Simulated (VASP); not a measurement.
Write the native input for VASP 6.6.1 that does the following.

- Task: single point
- Functional: PBE
- Potentials or basis: VASP PAW PBE potentials, release 64 (Au, Cu)
- Cutoff: 520 eV
- k mesh: 7 × 7 × 7
- Occupations: gaussian, width 0.012 eV
- Spin: no spin polarisation
- Further INCAR settings: ALGO = Normal; EDIFF = 1e-06

The structure of Cu3Au (Auricupride) lies in POSCAR:

```
Cu3Au
1.0
    3.7400000000      0.0000000000      0.0000000000
    0.0000000000      3.7400000000      0.0000000000
    0.0000000000      0.0000000000      3.7400000000
Au Cu
1 3
Direct
    0.0000000000      0.0000000000      0.0000000000
    0.5000000000      0.5000000000      0.0000000000
    0.5000000000      0.0000000000      0.5000000000
    0.0000000000      0.5000000000      0.5000000000
```

The input as run:

INCAR

```
PREC     = Accurate       # precision mode
ENCUT    = 520            # plane-wave cutoff, eV
EDIFF    = 1E-6           # SCF threshold, eV
ISMEAR   = 0              # smearing method
SIGMA    = 0.012          # smearing width, eV
LREAL    = False          # projectors in reciprocal space
LASPH    = True           # aspherical terms in the spheres
NELM     = 80             # most SCF steps
ALGO     = Normal         # electronic algorithm
ISIF     = 2              # what is computed and relaxed
LWAVE    = False          # write WAVECAR
LCHARG   = False          # write CHGCAR
GGA      = PE             # functional
```

KPOINTS

```
Automatic mesh
0
Gamma
  7 7 7
```

Potentials or basis: VASP PAW PBE potentials, release 64 (Au, Cu).

The run is started by

```bash
$ cat potpaw_PBE.64/Au/POTCAR potpaw_PBE.64/Cu/POTCAR > POTCAR
$ mpirun -np 1 vasp_std > vasp.out
```

Results of the run:

```
Pressure               : 5.3 GPa
Band gap on the k mesh : none (metal or under the smearing width)
```

Wall time 25 s on 1 thread of Intel(R) Xeon(R) Platinum 8375C CPU @ 2.90GHz (Ice Lake) (shared host), peak memory 0.16 GiB.
